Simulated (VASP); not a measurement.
Set up this calculation in VASP 6.6.1, as the native input.

```yaml
Task: single point
Functional: r2SCANh
Potentials_or_basis: VASP PAW PBE potentials, release 64 (As, B)
Cutoff: 520 eV
k_mesh: 5 × 5 × 5
Occupations: fermi-dirac, width 0.05 eV
Spin: no spin polarisation
Dipole_correction: no
Exchange_at_q_=_0: truncated
Grid_for_exact_exchange_PRECFOCK: Normal
Further_INCAR_settings: ALGO = Normal; EDIFF = 1e-06; NBANDS = 11
```

Crystal: BAs.

```
As B
1.0
     0.00000    2.43535    2.43535
     2.43535    0.00000    2.43535
     2.43535    2.43535    0.00000
As B
1 1
Cartesian
  3.6530 3.6530 3.6530
  0.0000 0.0000 0.0000
```

One way to write it, as run:

POSCAR

```
BAs
1.0
    0.0000000000      2.4353452264      2.4353452264
    2.4353452264      0.0000000000      2.4353452264
    2.4353452264      2.4353452264      0.0000000000
As B
1 1
Direct
    0.7500000000      0.7500000000      0.7500000000
    0.0000000000      0.0000000000      0.0000000000
```

INCAR.step1

```
ALGO = Normal ; EDIFF = 1E-5
ENCUT = 520 ; GGA = PE
ISIF = 2 ; ISMEAR = -1
LASPH = True ; LREAL = False
LWAVE = True ; NBANDS = 11
NELM = 100 ; PREC = Accurate
SIGMA = 0.05
```

INCAR.step2

```
AEXX = 0.1 ; ALGO = Normal
EDIFF = 1E-6 ; ENCUT = 520
HFRCUT = -1 ; ISIF = 2
ISMEAR = -1 ; ISTART = 1
LASPH = True ; LCHARG = True
LELF = True ; LHFCALC = True
LMIXTAU = True ; LREAL = False
LVHAR = True ; LWAVE = False
METAGGA = R2SCAN ; NBANDS = 11
NELM = 100 ; PREC = Accurate
PRECFOCK = Normal ; SIGMA = 0.05
```

KPOINTS

```
k-points
0
Gamma
  5 5 5
```

Potentials or basis: VASP PAW PBE potentials, release 64 (As, B).

Launch:

```sh
$ cat potpaw_PBE.64/As/POTCAR potpaw_PBE.64/B/POTCAR > POTCAR
$ cp INCAR.step1 INCAR
$ mpirun -np 1 vasp_std > vasp.out
$ cp INCAR.step2 INCAR
$ mpirun -np 1 vasp_std > vasp.out
```

Results of the run:

```yaml
Pressure: -7.7 GPa
Band_gap_on_the_k_mesh: 1.92 eV, indirect (least direct gap 3.94 eV)
```

Caveat: the k mesh is coarse (spacing up to 0.45 Å⁻¹), so the values aren't converged, least of all with exact exchange; the PAW data sets were made with another functional, which shifts forces and pressure a little; an odd mesh through Γ misses points on the zone boundary, where band edges often lie.

Run time: 5.5 min on 1 thread of Intel(R) Xeon(R) Platinum 8375C CPU @ 2.90GHz (Ice Lake), with other jobs on the host, peak memory 0.17 GiB.
